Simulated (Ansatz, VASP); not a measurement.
HgTe: VASP beside Ansatz

```
Hg Te
1.0
     0.00000    3.16943    3.07712
     3.07712    0.00000    3.07712
     3.07712    3.16943    0.00000
Hg Te
1 1
Direct
  0.00000 0.00000 0.00000
  0.50000 0.50000 0.50000
```

Change from the starting cell: strain +0.0300 x Voigt [0, 1, 0, 0, 0, 0], atoms carried along.

Alike in both runs: task single point; functional PBE; k mesh 14 × 14 × 14; occupations gaussian, width 0.15 eV; no spin polarisation.

```csv
,VASP,Ansatz
version,VASP 6.6.1,Ansatz 0.2.0
potentials or method,"VASP PAW PBE potentials, release 64 (Hg, Te)","scalar-relativistic, plane waves, PAW"
plane-wave cutoff (eV),520,420
valence electrons in the cell,18,36
```

|  | VASP | Ansatz | Ansatz less VASP |
| --- | --- | --- | --- |
| gap on the k mesh at the Fermi level (eV) | none | none | - |
| pressure (GPa) | -1.3 | -1.4 | -0.09 |
| largest component of the traceless stress (GPa) | 0.52 | 0.50 | -0.020 |

A gap of «none» marks a metal or a gap that the smearing closes. The two sets of potentials don't hold the same shells in valence.

The runs have no spin-orbit coupling, so splittings on Hg, Te are missing.
